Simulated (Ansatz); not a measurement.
HfN:

```xyz
2
Lattice="0.0000 2.2560 2.2560 2.2560 0.0000 2.2560 2.2560 2.2560 0.0000" Properties=species:S:1:pos:R:3 pbc="T T T"
Hf    0.0000    0.0000    0.0000
N     2.2560    2.2560    2.2560
```

| Quantity | Value |
| --- | --- |
| Program | Ansatz 0.2.0 |
| Task | relaxation of cell and atoms |
| Functional | RPBE |
| Dispersion | D3(BJ) |
| Potentials or basis | Ansatz PAW |
| Cutoff | 420 eV (not typed: the program's choice for these potentials) |
| k mesh | 10 × 10 × 10 |
| Occupations | fermi-dirac, width 0.05 eV |
| Spin | no spin polarisation |

At the start: volume 11.48 Å³/atom.

Problem. Where does the relaxation end?

Solution. It ends after 7 steps and the volume is 10.58 Å³/atom (-7.8 %); space group Fm-3m (No. 225, to 0.05 Å).

The path:
```
step  energy change (eV)  largest force (eV/Å)  volume (Å³)
   1              0.0000                0.0000        22.96
   2             -0.0900                0.0000        20.14
   3             -0.1464                0.0000        21.31
   4             -0.1477                0.0000        21.18
   5             -0.1437                0.0000        21.18
   6             -0.1437                0.0000        21.17
   7             -0.1437                0.0000        21.17
```

Final structure:
```xyz
2
Lattice="0.0000 2.1956 2.1956 2.1956 0.0000 2.1956 2.1956 2.1956 0.0000" Properties=species:S:1:pos:R:3 pbc="T T T"
Hf    0.0000    0.0000    0.0000
N     2.1956    2.1956    2.1956
```

Caveat: the plane-wave basis is chosen anew once the cell has moved, so the energies of steps on either side of that aren't comparable; the pressure holds a Pulay correction of +0.6 GPa for the finite cutoff; the PAW data sets come from PBE, with cores solved anew for the run's functional, which leaves a small shift of forces and pressure.
